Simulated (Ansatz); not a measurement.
A plane-wave DFT run in Ansatz 0.2.0 (scalar-relativistic PAW potentials unless the input names others): input and command.

```yaml
crystal:
  lattice:
    - [-5.6273392766, -3.2489458462, 6.5013337589]
    - [5.6273392766, -3.2489458462, 6.5013337589]
    - [0.0, 6.4978916924, 6.5013337589]
  atoms:
    - { symbol: Pt, position: [0.665361103, 0.3347665779, 0.0033008155] }
    - { symbol: Pt, position: [0.6676062104, 0.0054799084, 0.3352705893] }
    - { symbol: Pt, position: [0.3334182974, 0.6666694876, 0.0032130694] }
    - { symbol: Pt, position: [1.0011623681, 1.0024538583, 0.0021185725] }
    - { symbol: Pt, position: [0.322980871, 0.3243245027, 0.329676256] }
    - { symbol: Pt, position: [0.6672475186, 0.6686165494, 0.6684412784] }
    - { symbol: Pt, position: [0.3289437263, -0.0031348425, 0.6704638662] }
    - { symbol: Pt, position: [1.0041292608, 0.6689141796, 0.3350725779] }
    - { symbol: Pt, position: [0.9955027194, 0.3303081972, 0.6704026796] }
    - { symbol: Se, position: [0.715638152, 0.7169764845, 0.3783829255] }
    - { symbol: Se, position: [0.7075605419, 0.3797184327, 0.7152710353] }
    - { symbol: Se, position: [0.3721622078, 0.0309585353, 0.3844323655] }
    - { symbol: Se, position: [0.0296679017, 0.3733120658, 0.3843176697] }
    - { symbol: Se, position: [0.3783892538, 0.7089265528, 0.7152417118] }
    - { symbol: Se, position: [0.7121758309, 0.0456937382, 0.0474138717] }
    - { symbol: Se, position: [0.3772322301, 0.3785195163, 0.0392932898] }
    - { symbol: Se, position: [0.0406982593, 0.0420556933, 0.7152558363] }
    - { symbol: Se, position: [0.0443972865, 0.7134827076, 0.0472733532] }
    - { symbol: Se, position: [0.6108676703, 0.2926778946, 0.2920506008] }
    - { symbol: Se, position: [0.6190373999, 0.9577821878, 0.6248885609] }
    - { symbol: Se, position: [0.2912961755, 0.6121657366, 0.2919636779] }
    - { symbol: Se, position: [0.9647291049, 0.9661225275, 0.2874923776] }
    - { symbol: Se, position: [0.284400658, 0.2857897491, 0.6202212327] }
    - { symbol: Se, position: [0.6221712629, 0.6235083287, 0.957643353] }
    - { symbol: Se, position: [0.2900236958, 0.9561091643, 0.957811995] }
    - { symbol: Se, position: [0.9564420915, 0.6204071732, 0.624738924] }
    - { symbol: Se, position: [0.9547979246, 0.2913583446, 0.9577784641] }
    - { symbol: Pt, position: [0.1278675565, 0.1289669734, 0.2993683007] }
  host:
    lattice:
      - [3.7515595178, 0.0, 0.0]
      - [-1.8757797589, 3.2489458462, 0.0]
      - [0.0, 0.0, 6.5013337589]
    atoms:
      - { symbol: Pt, position: [0.0, 0.0, 0.0] }
      - { symbol: Se, position: [0.6666666667, 0.3333333333, 0.7990307871] }
      - { symbol: Se, position: [0.3333333333, 0.6666666667, 0.2009692129] }
total_charge: 2
basis:
  ecutwfc: 420
  xc_grid: 2
kpoints:
  mp_grid: { grid: [2, 2, 2], shift: [0.5, 0.5, 0.5] }
hamiltonian:
  xc: pbe
  pseudopotentials: { kind: nc }
scf:
  occupations: { method: gaussian, width: 0.01 }
  max_iter: 100
output:
  forces: true
  eigenvalues: true
magnetization:
  spin_polarized: true
  spin_orbit: true
```

```bash
ansatz run input.yaml --threads 4 --pin off --max-ram 10240MiB --backend cpu --events-out ev --progress --plain --runs-dir out
```

Task: What will the program do with this input?

Result: The program refuses it, because of spin-orbit coupling on scalar files and without noncollinear: true (magnetization: not typed → {"spin_polarized": true, "spin_orbit": true}; hamiltonian.pseudopotentials: not typed → {"kind": "nc"}). Without those keys it is accepted.

Abridged log:
```
Error: 2 input errors — fix all and re-run
  1. inconsistent input (magnetization.spin_orbit, magnetization.noncollinear): true requires noncollinear: true — spin–orbit coupling acts on 2-spinor wavefunctions; set both flags
  2. inconsistent input (magnetization.spin_orbit, hamiltonian.pseudopotentials.kind): true requires a fully-relativistic hamiltonian.pseudopotentials.kind (nc_fr or paw_fr), or kind: all_electron without datasets and azcp, which then solves Dirac's equation on LAPW. paw_fr resolves this project's PAW files (source: ansatz) by j as it reads them
```